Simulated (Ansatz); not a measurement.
# MgO: the cost of one run

The runs shown are made with Ansatz 0.2.0. PAW datasets, plane waves. The calculation is spin-unpolarised, and the structure need not be a phase that has been made.

### Step 1. The cell

The unstrained cell was relaxed with r2SCAN; in each strained cell the atoms were relaxed again with r2SCAN. Names of k-points are those of the unstrained zone, where strain can split equivalent points. First state: no strain.

It is hexagonal, P6_3mc (No. 186); a = 3.288 Å, c = 5.034 Å in the conventional setting, 11.79 Å³ an atom. Mg has 4 O at 1.97–1.99 Å; O has 4 Mg at 1.97–1.99 Å.

The structure in full:

```cif
data_structure
_symmetry_space_group_name_H-M 'P6_3mc'
_symmetry_Int_Tables_number 186
_cell_length_a 3.2882
_cell_length_b 3.2882
_cell_length_c 5.0344
_cell_angle_alpha 90.000
_cell_angle_beta 90.000
_cell_angle_gamma 120.000
_cell_volume 47.14
loop_
_atom_site_label
_atom_site_type_symbol
_atom_site_symmetry_multiplicity
_atom_site_Wyckoff_symbol
_atom_site_fract_x
_atom_site_fract_y
_atom_site_fract_z
_atom_site_occupancy
Mg1 Mg 2 b 0.33333 0.66667 0.99016 1
O1 O 2 b 0.33333 0.66667 0.38484 1
```

### Step 2. No strain: PBE

Input file input.yaml:

```yaml
crystal:
  lattice:
    - [3.2882172281, 0.0, 0.0]
    - [-1.644108614, 2.8476796527, 0.0]
    - [0.0, 0.0, 5.0343662748]
  atoms:
    - { symbol: Mg, position: [0.3333333333, 0.6666666667, -0.0098385227] }
    - { symbol: Mg, position: [0.6666666667, 0.3333333333, 0.4901614773] }
    - { symbol: O, position: [0.3333333333, 0.6666666667, 0.3848385227] }
    - { symbol: O, position: [0.6666666667, 0.3333333333, 0.8848385227] }
kpoints:
  mp_grid: { grid: [12, 12, 6] }
  band_path:
    path:
      - [0.0, 0.0, 0.0]
      - [0.5, 0.0, 0.0]
      - [0.3333333333, 0.3333333333, 0.0]
      - [0.0, 0.0, 0.5]
      - [0.5, 0.0, 0.5]
      - [0.3333333333, 0.3333333333, 0.5]
    npoints: 1
hamiltonian:
  xc: pbe
scf:
  occupations: { method: fermi_dirac, width: 0.02 }
  n_extra_bands: 5
output:
  forces: true
  stress: true
  eigenvalues: true
  write_density: true
  write_potential: true
  elf: true
  volumetric_format: npy
```

Command:

```
$ ansatz run input.yaml --threads 2 --pin off --max-ram 29491MiB --backend cpu --events-out ev --progress --plain --runs-dir out
```

Q: Estimate wall time and peak memory on 2 threads of AMD EPYC 7R13 (Zen 3), shared host.

About 2.7 s, with a peak of 0.5 GiB.
